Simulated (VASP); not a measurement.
A run of VASP 6.6.1 is set up as follows.

File INCAR:

```
ALGO = Normal ; EDIFF = 1E-6
EDIFFG = -0.01 ; ENCUT = 600
GGA = PE ; IBRION = 2
ISIF = 3 ; ISMEAR = 1
LASPH = True ; LCHARG = False
LREAL = False ; LWAVE = False
NELM = 80 ; NSW = 90
PREC = Accurate ; SIGMA = 0.1
```

KPOINTS

```
k-points
0
Gamma
  15 15 13
```

POSCAR

```
P
1.0
    1.7257251780      0.9963478961      3.1296800121
   -1.7257251780      0.9963478961      3.1296800121
    0.0000000000     -1.9926957921      3.1296800121
P
2
Direct
    0.2270802500      0.2270802500      0.2270802500
    0.7729197500      0.7729197500      0.7729197500
```

Potentials or basis: VASP PAW PBE potentials, release 64 (P).

Run with:

```console
$ cat potpaw_PBE.64/P/POTCAR > POTCAR
$ mpirun -np 1 vasp_std > vasp.out
```

Q: Predict the relaxed cell.

A: a = 3.671 Å, b = 3.671 Å, c = 3.671 Å, α = 56.53°, β = 56.53°, γ = 56.53°.

Q: What does it give for the space group after relaxing (to 0.05 Å)?

A: R-3m (No. 166).

Q: What does it give for the band gap on the k mesh?

A: None (metal or under the smearing width).

Q: Predict the relaxed volume.

A: 16.09 Å³/atom.

Step by step:
```
step  energy change (eV)  largest force (eV/Å)  pressure (GPa)  volume (Å³)
   1              0.0000                0.2522            1.42        32.29
   2             -0.0023                0.1010           -1.27        32.96
   3             -0.0038                0.0337           -0.26        32.70
   4             -0.0042                0.0250           -0.21        32.61
   5             -0.0051                0.0031            0.00        32.34
   6             -0.0044                0.0588            0.55        31.80
   7             -0.0052                0.0195            0.15        32.18
   8             -0.0055                0.0230           -0.07        32.20
   9             -0.0055                0.0234           -0.09        32.20
  10             -0.0055                0.0273            0.21        32.13
  11             -0.0056                0.0038            0.03        32.18
```
